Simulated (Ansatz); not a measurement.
# Ti: course of a relaxation

Computed with DFT PBEsol, scalar-relativistic, plane waves, PAW in Ansatz 0.2.0. Settings: 420 eV cutoff, 12×12×14 k-mesh, Gaussian smearing of 0.10 eV, no spin polarisation.

What was changed: relaxed at 10 GPa.

Other phases may be more stable at this pressure.

Command:

```bash
ansatz run input.yaml --threads 1 --pin off --max-ram 2560MiB --backend cpu --events-out ev --progress --plain --runs-dir out
```

Input:

```yaml
crystal:
  lattice:
    - [4.401941235, 0.0, 0.0]
    - [-2.2009706175, 3.8121929355, 0.0]
    - [0.0, 0.0, 2.7339969452]
  atoms:
    - { symbol: Ti, position: [0.0, 0.0, 0.0] }
    - { symbol: Ti, position: [0.3333333333, 0.6666666667, 0.5] }
    - { symbol: Ti, position: [0.6666666667, 0.3333333333, 0.5] }
basis:
  ecutwfc: 420
kpoints:
  mp_grid: { grid: [12, 12, 14] }
hamiltonian:
  xc: pbesol
scf:
  occupations: { method: gaussian, width: 0.1 }
output:
  forces: true
  stress: true
  eigenvalues: true
relax:
  adjacent_minimum: "off"
  f_tol: 0.008
  max_steps: 50
  cell: { stress_tol: 0.08, p_target: 10.0 }
```

F is the free energy. Steps run on the plane waves of an earlier cell, but the last one, and at times one on the way, on a freshly chosen basis, so a repeated geometry can differ a little in energy. The relaxation lowers the enthalpy F + PV at the target pressure, so F itself can rise.

Steps:

```csv
step,F − F(1) (eV),largest force component (eV/Å),V (Å³/atom),P (GPa)
1,0.0000,0.000,15.293,10.13
2,-0.0047,0.000,15.318,9.87
3,-0.0026,0.000,15.307,9.99
4,-0.0026,0.000,15.307,9.99
```

Relaxed structure:

```cif
data_structure
_symmetry_space_group_name_H-M 'P 1'
_symmetry_Int_Tables_number 1
_cell_length_a 4.4010
_cell_length_b 4.4010
_cell_length_c 2.7376
_cell_angle_alpha 90.000
_cell_angle_beta 90.000
_cell_angle_gamma 120.000
_cell_volume 45.92
loop_
_atom_site_label
_atom_site_type_symbol
_atom_site_fract_x
_atom_site_fract_y
_atom_site_fract_z
_atom_site_occupancy
Ti1 Ti 0.00000 0.00000 0.00000 1
Ti2 Ti 0.33333 0.66667 0.50000 1
Ti3 Ti 0.66667 0.33333 0.50000 1
```

The structure is hexagonal, space group P6/mmm (No. 191). The conventional cell has a = 4.401 Å, b = 4.401 Å, c = 2.738 Å, α = 90.00°, β = 90.00°, γ = 120.00°. Ti (site symmetry 6/mmm) is surrounded by 14 Ti at 2.74 to 2.89 Å. Ti (site symmetry -6m2) has 11 Ti at 2.54 to 2.89 Å as nearest neighbours.

The run converged. Time: 10 s on 1 thread of AMD EPYC 9R45 96-Core Processor (Zen 5), with other jobs on the host, peak memory 0.49 GiB.